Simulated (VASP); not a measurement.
# BN (P6_3/mmc) in VASP: a series of runs

Runs on BN. Level: PBE+D3(BJ). Tasks: relaxation of cell and atoms, vibrations by finite differences.

Program: VASP 6.6.1. These are calculated values, not measurements. Logs are shortened: lines on timing, memory, paths and dates and some standing lists are left out, and cuts for length are marked.

## Step 1: Starting point

It takes space group P6_3/mmc (No. 194, hexagonal). The conventional cell has a = 2.498 Å, b = 2.498 Å, c = 6.636 Å, α = 90.00°, β = 90.00°, γ = 120.00°. Around B (site symmetry -6m2) lie 3 N at 1.44 Å. N (site symmetry -6m2) has 3 B at 1.44 Å as nearest neighbours.

## Step 2: Relaxation of cell and atoms, PBE+D3(BJ)

Input file INCAR:

```
SYSTEM = BN
PREC = Accurate ; ENCUT = 700
EDIFF = 1E-7 ; ISMEAR = 0
SIGMA = 0.02 ; LREAL = .False.
LASPH = .True. ; NELM = 80
ALGO = Normal ; ISIF = 3
LWAVE = .False. ; LCHARG = .False.
GGA = PE ; IVDW = 12
IBRION = 2 ; NSW = 80
EDIFFG = -0.002 ; KPAR = 4
```

Input file KPOINTS:

```
Automatic mesh
0
Gamma
  15 15 6
  0 0 0
```

Input file POSCAR:

```
BN
1.0
    2.4982400000      0.0000000000      0.0000000000
   -1.2491200000      2.1635393000      0.0000000000
    0.0000000000      0.0000000000      6.6357000000
B N
2 2
Direct
    0.3333333300      0.6666666700      0.2500000000
    0.6666666700      0.3333333300      0.7500000000
    0.3333333300      0.6666666700      0.7500000000
    0.6666666700      0.3333333300      0.2500000000
```

Potentials or basis: VASP PAW PBE potentials, release 64 (B, N).

Started as:

```bash
> cat potpaw_PBE.64/B/POTCAR potpaw_PBE.64/N/POTCAR > POTCAR
> mpirun -np 4 vasp_std > vasp.out
```

OUTCAR:

```text
SYSTEM = BN
   PREC = Accurate
   ENCUT = 700
   EDIFF = 1E-7
   ISMEAR = 0
   LREAL = .False.
   LASPH = .True.
   NELM = 80
   ISIF = 3
   GGA = PE
   IVDW = 12
   IBRION = 2
   NSW = 80
   EDIFFG = -0.002
 IVDW          = 12

 ion  position               nearest neighbor table
   1  0.333  0.667  0.250-   4 1.44   4 1.44   4 1.44
   2  0.667  0.333  0.750-   3 1.44   3 1.44   3 1.44
   3  0.333  0.667  0.750-   2 1.44   2 1.44   2 1.44
   4  0.667  0.333  0.250-   1 1.44   1 1.44   1 1.44

  LATTYP: Found a hexagonal cell.
 ALAT       =     2.4982400000
 C/A-ratio  =     2.6561499296

  Lattice vectors:

 A1 = (   2.4982400000,   0.0000000000,   0.0000000000)
 A2 = (  -1.2491200000,   2.1635393000,   0.0000000000)
 A3 = (   0.0000000000,   0.0000000000,   6.6357000000)

Analysis of symmetry for initial positions (statically):
=====================================================================
 Subroutine PRICEL returns:
 Original cell was already a primitive cell.

 Routine SETGRP: Setting up the symmetry group for a
 hexagonal supercell.

 Subroutine GETGRP returns: Found 24 space group operations
 (whereof 12 operations were pure point group operations)
 out of a pool of 24 trial point group operations.

The static configuration has the point symmetry D_3d.
 The point group associated with its full space group is D_6h.

Analysis of symmetry for dynamics (positions and initial velocities):
=====================================================================
 Subroutine PRICEL returns:
 Original cell was already a primitive cell.

 Routine SETGRP: Setting up the symmetry group for a
 hexagonal supercell.

 Subroutine GETGRP returns: Found 24 space group operations
 (whereof 12 operations were pure point group operations)
 out of a pool of 24 trial point group operations.

The dynamic configuration has the point symmetry D_3d.
 The point group associated with its full space group is D_6h.

 Subroutine INISYM returns: Found 24 space group operations
 (whereof 12 operations are pure point group operations),
 and found     1 'primitive' translations

----------------------------------------------------------------------------------------

                                     Primitive cell

  volume of cell :      35.8662

  direct lattice vectors                    reciprocal lattice vectors
     2.498240000  0.000000000  0.000000000     0.400281798  0.231102805  0.000000000
    -1.249120000  2.163539300  0.000000000     0.000000000  0.462205609  0.000000000
     0.000000000  0.000000000  6.635700000     0.000000000  0.000000000  0.150700002

  length of vectors
     2.498240000  2.498239996  6.635700000     0.462205608  0.462205609  0.150700002

  position of ions in fractional coordinates (direct lattice)
     0.333333330  0.666666670  0.250000000
     0.666666670  0.333333330  0.750000000
     0.333333330  0.666666670  0.750000000
     0.666666670  0.333333330  0.250000000

  ion indices of the primitive-cell ions
   primitive index   ion index
                 1           1
                 2           2
                 3           3
                 4           4

----------------------------------------------------------------------------------------

 KPOINTS: Automatic mesh

Automatic generation of k-mesh.
 Grid dimensions read from file:
 generate k-points for:   15   15    6

 Generating k-lattice:

  Cartesian coordinates                     Fractional coordinates (reciprocal lattice)
     0.026685453  0.015406854  0.000000000     0.066666667 -0.000000000  0.000000000
     0.000000000  0.030813707  0.000000000     0.000000000  0.066666667  0.000000000
     0.000000000  0.000000000  0.025116667     0.000000000  0.000000000  0.166666667

  Length of vectors
     0.030813707  0.030813707  0.025116667

  Shift w.r.t. Gamma in fractional coordinates (k-lattice)
     0.000000000  0.000000000  0.000000000

 Subroutine IBZKPT returns following result:
 ===========================================

 Found    108 irreducible k-points:

 Following reciprocal coordinates:
            Coordinates               Weight
  0.000000  0.000000  0.000000      1.000000
  0.066667  0.000000  0.000000      6.000000
  0.133333 -0.000000  0.000000      6.000000
  0.200000 -0.000000  0.000000      6.000000
  0.266667 -0.000000  0.000000      6.000000
  0.333333  0.000000  0.000000      6.000000
[... 16 lines left out ...]
  0.333333  0.200000  0.000000     12.000000
  0.400000  0.200000  0.000000      6.000000
 [... further k-points ...]
   k-points           NKPTS =    108   k-points in BZ     NKDIM =    108   number of bands    NBANDS=     12
   number of dos      NEDOS =    301   number of ions     NIONS =      4
   total plane-waves  NPLWV =  34560
   dimension x,y,z NGX =    24 NGY =   24 NGZ =   60
   dimension x,y,z NGXF=    48 NGYF=   48 NGZF=  120
   ions per type =               2   2
   NGX,Y,Z   is equivalent  to a cutoff of  15.97, 15.97, 15.03 a.u.
   NGXF,Y,Z  is equivalent  to a cutoff of  31.94, 31.94, 30.06 a.u.
 SYSTEM =  BN
   PREC   = accura    normal or accurate (medium, high low for compatibility)
   ISTART =      0    job   : 0-new  1-cont  2-samecut
   ICHARG =      2    charge: 1-file 2-atom 10-const
   ISPIN  =      1    spin polarized calculation?
   LNONCOLLINEAR =      F non collinear calculations
   LSORBIT =      F    spin-orbit coupling
   LASPH  =      T    aspherical Exc in radial PAW
   ENCUT  =  700.0 eV  51.45 Ry    7.17 a.u.   5.39  5.39 14.32*2*pi/ulx,y,z
   NELM   =     80;   NELMIN=  2; NELMDL= -5     # of ELM steps
   EDIFF  = 0.1E-06   stopping-criterion for ELM
   LREAL  =      F    real-space projection
   EDIFFG = -.2E-02   stopping-criterion for IOM
   NSW    =     80    number of steps for IOM
   IBRION =      2    ionic relax: 0-MD 1-quasi-New 2-CG
   NFREE  =      1    steps in history (QN), initial steepest desc. (CG)
   ISIF   =      3    stress and relaxation
   ISYM   =      2    0-nonsym 1-usesym 2-fastsym
   POTIM  = 0.5000    time-step for ionic-motion
   TEBEG  =    0.0;   TEEND  =   0.0 temperature during run
   PSTRESS=    0.0 pullay stress
   NELECT =      16.0000    total number of electrons
   NUPDOWN=      -1.0000    fix difference up-down
   EMIN   =  10.00;   EMAX   =-10.00  energy-range for DOS
   EFERMI =   0.00;   METHOD = LEGACY
   ISMEAR =     0;   SIGMA  =   0.02  broadening in eV -4-tet -1-fermi 0-gaus
   EFERMI_NEDOS =   21; number of points for ismear=-14 and -15
   IALGO  =     38    algorithm
   IMIX   =      4    mixing-type and parameters
     AMIX     =   0.40;   BMIX     =  1.00
     AMIX_MAG =   1.60;   BMIX_MAG =  1.00
  volume/ion in A,a.u.               =       8.97        60.51
  Fermi-wavevector in a.u.,A,eV,Ry     =   1.250891  2.363842 21.289433  1.564729
  Thomas-Fermi vector in A             =   2.384864
   LORBIT       =      0    0 simple, 1 ext, 2 COOP (PROOUT), +10 PAW based schemes
   GGA     = PE    functional components
   LHFCALC =     F    Hartree Fock is set to
   AEXX    =    0.0000 exact exchange contribution
   IVDW    =    12    specifies the selected vdW correction
   LEPSILON=     F    determine dielectric tensor
   LRPA    =     F    only Hartree local field effects (RPA)
 conjugate gradient relaxation of ions
 non-spin polarized calculation
 Gauss-broadening in eV      SIGMA  =   0.02
  energy-cutoff  :      700.00
  volume of cell :       35.87
 maximum number of plane-waves:      1540
 NGX is ok and might be reduce to    24
   NGX = 11   NGY = 11   NGZ = 29

--------------------------------------- Ionic step        1  -------------------------------------------

 number of electron      15.9999999 magnetization

 Free energy of the ion-electron system (eV)
  ---------------------------------------------------
  ext. energy  EPLUGINS =         0.00000000
  ---------------------------------------------------
  free energy    TOTEN  =       -35.16251147 eV

  energy without entropy =      -35.16251147  energy(sigma->0) =      -35.16251147

------------------------ aborting loop because EDIFF is reached ----------------------------------------

 Edisp (eV)   -0.56768

 E8    (eV) :    -0.1663

  FORCE on cell =-STRESS in cart. coord.  units (eV):
  Direction    XX          YY          ZZ          XY          YZ          ZX
  --------------------------------------------------------------------------------------
  -------------------------------------------------------------------------------------
  Total       0.81026     0.81026    -0.08244     0.00000     0.00000     0.00000
  in kB      36.19497    36.19497    -3.68274     0.00000     0.00000     0.00000
  external pressure =       22.90 kB  Pullay stress =        0.00 kB
[... 103 lines left out ...]
  FREE ENERGIE OF THE ION-ELECTRON SYSTEM (eV)
  ---------------------------------------------------
  free  energy   TOTEN  =       -35.7328749819 eV

  energy  without entropy=      -35.7328749819  energy(sigma->0) =      -35.73287498

[... ionic steps 4 to 8 ...]

--------------------------------------- Ionic step        9  -------------------------------------------

 number of electron      15.9999999 magnetization

------------------------ aborting loop because EDIFF is reached ----------------------------------------

 Edisp (eV)   -0.57190

 E8    (eV) :    -0.1677
[... 73 lines left out ...]
  energy  without entropy=      -35.7332802091  energy(sigma->0) =      -35.73328021

--------------------------------------- Ionic step       11  -------------------------------------------

 number of electron      15.9999999 magnetization

 Free energy of the ion-electron system (eV)
  ---------------------------------------------------
  ext. energy  EPLUGINS =         0.00000000
  ---------------------------------------------------
  free energy    TOTEN  =       -35.16146167 eV

  energy without entropy =      -35.16146167  energy(sigma->0) =      -35.16146167

 E-fermi :   2.5648     XC(G=0): -10.1445

 val. band max:        2.3962752112   @ k =   0.3333   0.2667   0.0000
 cond. band min:       6.6583921847   @ k =   0.4667   0.0667   0.0000
 fundamental gap:      4.2621169734
 Fermi energy:         2.5648429542

 k-point     1 :       0.0000    0.0000    0.0000
  band No.  band energies     occupation
      1     -15.4362      2.00000
      2     -15.1134      2.00000
      3      -3.8958      2.00000
      4      -1.6404      2.00000
      5       1.0236      2.00000
      6       1.0236      2.00000
      7       1.0655      2.00000
      8       1.0655      2.00000
      9       7.6981      0.00000
     10      12.8089      0.00000
     11      13.8754      0.00000
     12      13.8754      0.00000
[... 331 lines left out ...]
 k-point    24 :       0.4000    0.2000    0.0000
  band No.  band energies     occupation
      1     -11.8949      2.00000
      2     -11.8332      2.00000
      3      -6.0928      2.00000
      4      -5.9986      2.00000
      5      -3.5800      2.00000
      6      -3.4952      2.00000
      7       1.4988      2.00000
      8       2.2945      2.00000
      9       6.9369      0.00000
     10       7.7689      0.00000
     11      14.1087      0.00000
     12      14.3716      0.00000

 [... further k-points ...]

------------------------ aborting loop because EDIFF is reached ----------------------------------------

 Edisp (eV)   -0.57185

 E8    (eV) :    -0.1677

  FORCE on cell =-STRESS in cart. coord.  units (eV):
  Direction    XX          YY          ZZ          XY          YZ          ZX
  --------------------------------------------------------------------------------------
  -------------------------------------------------------------------------------------
  Total       0.00115     0.00115     0.00015     0.00000     0.00000     0.00000
  in kB       0.05152     0.05152     0.00655     0.00000     0.00000     0.00000
  external pressure =        0.04 kB  Pullay stress =        0.00 kB
[... 19 lines left out ...]
  FREE ENERGIE OF THE ION-ELECTRON SYSTEM (eV)
  ---------------------------------------------------
  free  energy   TOTEN  =       -35.7333162555 eV

  energy  without entropy=      -35.7333162555  energy(sigma->0) =      -35.73331626

 reached required accuracy - stopping structural energy minimisation
```

Wall time 78 s (4 MPI ranks of Intel Xeon Platinum 8375C at 2.90GHz (Ice Lake), shared host); peak memory 0.23 GiB.

Results:

| Item | Value |
| --- | --- |
| Free energy | -35.7333 eV |
| Relaxed volume | 8.92 Å³/atom |
| Relaxed cell | a = 2.506 Å, b = 2.506 Å, c = 6.560 Å, α = 90.00°, β = 90.00°, γ = 120.00° |
| Space group after relaxing (to 0.05 Å) | P6_3/mmc (No. 194) |
| Energy gained by relaxing | 0.8 meV/atom |
| Ionic steps | 11 |
| Pressure after relaxing | 0.0 GPa |
| Band gap on the k mesh | 4.26 eV, indirect (least direct gap 4.63 eV) |
| Dispersion energy per atom | -0.143 eV |

Step by step:
```
step  energy change (eV)  largest force (eV/Å)  pressure (GPa)  volume (Å³)
   1              0.0000                0.0000            2.29        35.87
   2              0.0072                0.0000           -4.60        36.53
   3             -0.0027                0.0000           -0.13        36.09
   4             -0.0027                0.0000           -0.09        36.09
   5             -0.0027                0.0000           -0.08        36.06
   6             -0.0029                0.0000           -0.05        35.98
   7             -0.0031                0.0000            0.00        35.80
   8             -0.0030                0.0000            0.11        35.46
   9             -0.0031                0.0000            0.03        35.69
  10             -0.0031                0.0000           -0.28        35.72
  11             -0.0031                0.0000            0.00        35.69
```

Final structure:
```
B N
1.0
     2.50646    0.00000    0.00000
    -1.25323    2.17066    0.00000
     0.00000    0.00000    6.56031
B N
2 2
Direct
  0.33333 0.66667 0.25000
  0.66667 0.33333 0.75000
  0.33333 0.66667 0.75000
  0.66667 0.33333 0.25000
```

Levels at points of the mesh, in eV from the valence-band top:
| k point | band 5 | band 6 | band 7 | band 8 | band 9 | band 10 | band 11 | band 12 |
| --- | --- | --- | --- | --- | --- | --- | --- | --- |
| (0.00, 0.00, 0.00) | -1.37 | -1.37 | -1.33 | -1.33 | 5.30 | 10.41 | 11.48 | 11.48 |
| (0.00, 0.00, 0.50) | -1.35 | -1.35 | -1.35 | -1.35 | 7.73 | 7.73 | 11.55 | 11.55 |

Caveat: an odd mesh through Γ misses points on the zone boundary, where band edges often lie. Expect the measured gap to be larger: semilocal functionals such as PBE lack the derivative discontinuity.

[end of part 1 of 2]
